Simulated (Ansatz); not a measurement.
Input of an Ansatz 0.2.0 run:

File input.yaml:

```yaml
crystal:
  lattice:
    - [0.0, 2.024805, 2.024805]
    - [2.024805, 0.0, 2.024805]
    - [2.024805, 2.024805, 0.0]
  atoms:
    - { symbol: Al, position: [0.0, 0.0, 0.0], spin: 0.501, spin_axis: [0.707107, 0.707107, 0.0] }
kpoints:
  mp_grid: { grid: [8, 8, 8] }
  band_path:
    path:
      - [0.0, 0.0, 0.0]
      - [0.5, 0.0, 0.5]
      - [0.5, 0.25, 0.75]
      - [0.375, 0.375, 0.75]
      - [0.0, 0.0, 0.0]
      - [0.5, 0.5, 0.5]
      - [0.625, 0.25, 0.625]
      - [0.5, 0.25, 0.75]
    npoints: 12
scf:
  occupations: { method: fermi_dirac, width: 0.01 }
hamiltonian:
  xc: lda
  pseudopotentials: { kind: all_electron, lapw: { basis_error: 0.002 } }
magnetization:
  noncollinear: true
output:
  forces: true
  stress: true
  eigenvalues: true
  fatbands: true
  dos: { projected: true, de: 0.1, e_range: [-10, 6] }
  populations: true
```

Potentials or basis: all-electron LAPW, scalar-relativistic.

Launch:

```bash
$ ansatz run input.yaml --threads 1 --pin off --max-ram 2560MiB --backend cpu --events-out ev --progress --plain --runs-dir out
```

(1) What does it give for the net moment?

(2) Estimate the absolute moment.

(3) What does it give for the band gap along the path?

## Answers

(1) 0.02 μB per cell.

(2) 0.02 μB per cell.

(3) none (metal or under the smearing width).

Caveat: the starting moments weren't kept.
